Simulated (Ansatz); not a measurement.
# Os: equation of state with PBEsol

Os:

```xyz
2
Lattice="2.7341 0.0000 0.0000 -1.3671 2.3678 0.0000 0.0000 0.0000 4.3197" Properties=species:S:1:pos:R:3 pbc="T T T"
Os    1.3671    0.7893    3.2398
Os    0.0000    1.5785    1.0799
```

| Item | Value |
| --- | --- |
| Program | Ansatz 0.2.0 |
| Task | equation of state |
| Functional | PBEsol |
| Potentials or basis | Ansatz PAW |
| Cutoff | 420 eV |
| Density cutoff | 1680 eV |
| k mesh | 11 × 11 × 6 |
| Occupations | fermi-dirac, width 0.05 eV |
| Spin | no spin polarisation |

The equilibrium volume is 13.90 Å³/atom. The bulk modulus at fixed shape and positions is 432 GPa and the pressure derivative of the bulk modulus is 4.8.

Energy against volume, from the lowest point:
```tsv
volume (Å³/atom)	energy (meV/atom)
13.143	60.27
13.423	22.39
13.703	2.97
13.982	0.00
14.262	11.69
14.542	36.42
14.821	72.74
```

All runs of the series together: 7.8 s on 2 threads of Arm Neoverse V1, on a shared host.

Caveat: the cell was scaled at fixed shape and fractional positions, which overstates the stiffness of a crystal with free parameters, most of all of layers and chains. Spin-orbit coupling is left out, which matters for the levels of Os.
